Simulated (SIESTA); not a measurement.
Ca in SIESTA: convergence with basis size

Input of the first run (basis size SZ); the others differ in this setting and in those tied to it:

The input Ca.fdf:

```
SystemName                      Ca
SystemLabel                     Ca
NumberOfSpecies                 1
NumberOfAtoms                   4
%block ChemicalSpeciesLabel
  1  20 Ca
%endblock ChemicalSpeciesLabel

LatticeConstant                 1.0 Ang
%block LatticeVectors
     3.8460739625     0.0000000000     0.0000000000
    -1.5604914631     3.5152740033     0.0000000000
     0.0000000000     0.0000000000    24.5634691924
%endblock LatticeVectors
AtomicCoordinatesFormat         Fractional
%block AtomicCoordinatesAndAtomicSpecies
     0.1372894880     0.8627105120     0.3053314636  1  Ca
     0.5621491467     0.4378508533     0.4351104879  1  Ca
     0.9870088054     0.0129911946     0.5648895121  1  Ca
     0.4118684641     0.5881315359     0.6946685364  1  Ca
%endblock AtomicCoordinatesAndAtomicSpecies

%block kgrid.MonkhorstPack
    6   0   0  0.0
    0   6   0  0.0
    0   0   1  0.0
%endblock kgrid.MonkhorstPack
XC.Functional                   GGA
XC.Authors                      PBE
PAO.BasisSize                   SZ
PAO.EnergyShift                 0.003 Ry
Mesh.Cutoff                     800 Ry
OccupationFunction              FD
ElectronicTemperature           0.05 eV
Slab.DipoleCorrection           vacuum
MaxSCFIterations                120
SCF.MustConverge                false
SCF.Mixer.Method                Pulay
SCF.Mixer.Weight                0.25
SCF.Mixer.History               8
SCF.DM.Tolerance                5.0e-05
SCF.H.Tolerance                 1.0e-03 eV
WriteForces                     true
Charge.Mulliken                 end
%block PAO.Basis
  Ca 3
  n=3 0 1
    3.547
  n=4 0 1
    9.500
  n=3 1 1
    4.081
%endblock PAO.Basis
```

Potentials or basis: PseudoDojo 0.4 standard (PBE files), SZ (energy shift 0.003 Ry).

Command:

```sh
$ siesta < Ca.fdf > Ca.out 2>&1
```

The slab is cut from a database's or a generator's crystal, which needn't be the stable form of the element.

Hardware: 1 thread of Arm Neoverse V2 (shared host).

Question: The values tried are SZ, SZP, DZ, DZP, DZDP, TZP, TZDP, TZTP, loosest first. From which on does the largest force stay within 0.005 eV/Å of the tightest run that finished?

Answer: From TZDP on.

| basis size | energy less the tightest run, at zero smearing (meV/atom) | largest force (eV/Å) | SCF cycles | CPU time (s) | peak memory (GiB) |
| --- | --- | --- | --- | --- | --- |
| SZ | 2559.37 | 0.986 | 3 | 9.9 | 0.34 |
| SZP | 77.75 | 0.073 | 14 | 72 | 0.59 |
| DZ | 1883.37 | 1.126 | 13 | 24 | 0.36 |
| DZP | 38.62 | 0.073 | 13 | 76 | 0.61 |
| DZDP | 14.27 | 0.076 | 13 | 100 | 0.69 |
| TZP | 28.79 | 0.080 | 14 | 91 | 0.64 |
| TZDP | 5.37 | 0.084 | 13 | 110 | 0.72 |
| TZTP | 0.00 | 0.089 | 13 | 160 | 0.81 |

Not settled before the last step: the energy (to 1 meV/atom). The tightest run that finished is the yardstick and may itself not be fully converged.
